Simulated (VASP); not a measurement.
PbS (Galena): elastic constants with PBEsol

Crystal: PbS (Galena).

```xyz
2
Lattice="0.0000 2.9657 2.9657 2.9657 0.0000 2.9657 2.9657 2.9657 0.0000" Properties=species:S:1:pos:R:3 pbc="T T T"
Pb    0.0000    0.0000    0.0000
S     2.9657    2.9657    2.9657
```

| Quantity | Value |
| --- | --- |
| Program | VASP 6.6.1 |
| Task | elastic constants |
| Functional | PBEsol |
| Potentials or basis | VASP PAW PBE potentials, release 64 (Pb_d, S) |
| Cutoff | 600 eV |
| k mesh | 6 × 6 × 6 |
| Occupations | gaussian, width 0.02 eV |
| Spin | no spin polarisation |
| Ions in elastic constants | relaxed |
| Further INCAR settings | ALGO = Normal; EDIFF = 1e-08; IBRION = 6; POTIM = 0.015; NSW = 1; ISIF = 3 |

| Quantity | Value |
| --- | --- |
| Relaxed volume | 25.70 Å³/atom |
| Relaxed cell | a = 4.174 Å, b = 4.174 Å, c = 4.174 Å, α = 60.00°, β = 60.00°, γ = 60.00° |
| Space group after relaxing (to 0.05 Å) | Fm-3m (No. 225) |
| Elastic constants C11, C12, C44 | 151, 15, 20 GPa |
| Voigt bulk modulus | 61 GPa |
| Highest phonon frequency at Γ, LO-TO splitting left out | 1 cm⁻¹ |
| Most unstable mode | 23i cm⁻¹ |

The path:
| step | energy change (eV) | largest force (eV/Å) | pressure (GPa) | volume (Å³) |
| --- | --- | --- | --- | --- |
| 1 | 0.0000 | 0.0000 | -0.86 | 52.17 |
| 2 | -0.0018 | 0.0000 | 0.35 | 51.12 |
| 3 | -0.0021 | 0.0000 | 0.00 | 51.41 |

Final structure:
```
CELL_PARAMETERS angstrom
0.00000 2.95121 2.95121
2.95121 0.00000 2.95121
2.95121 2.95121 0.00000
ATOMIC_POSITIONS crystal
Pb 0.00000 0.00000 0.00000
S 0.50000 0.50000 0.50000
```

Phonon frequencies in cm⁻¹ (negative: imaginary):
```tsv
q point	frequencies
(0.000, 0.000, 0.000)	-23 -23 -23 1 1 1
```

Elastic tensor in Voigt notation (GPa, in the Cartesian axes of the cell as first typed):
```
151  15  15   0   0   0
 15 151  15   0   0   0
 15  15 151   0   0   0
  0   0   0  20   0   0
  0   0   0   0  20   0
  0   0   0   0   0  20
```

Clamped-ion elastic tensor (GPa):
```
151  15  15   0   0   0
 15 151  15   0   0   0
 15  15 151   0   0   0
  0   0   0  20   0   0
  0   0   0   0  20   0
  0   0   0   0   0  20
```

Wall time 6.3 min on 1 thread of Intel(R) Xeon(R) Platinum 8488C (Sapphire Rapids), with other jobs on the host, peak memory 0.27 GiB.

Caveat: some modes are imaginary; the PAW data sets were made with another functional, which shifts forces and pressure a little. Spin-orbit coupling is left out, which matters for the levels of Pb.
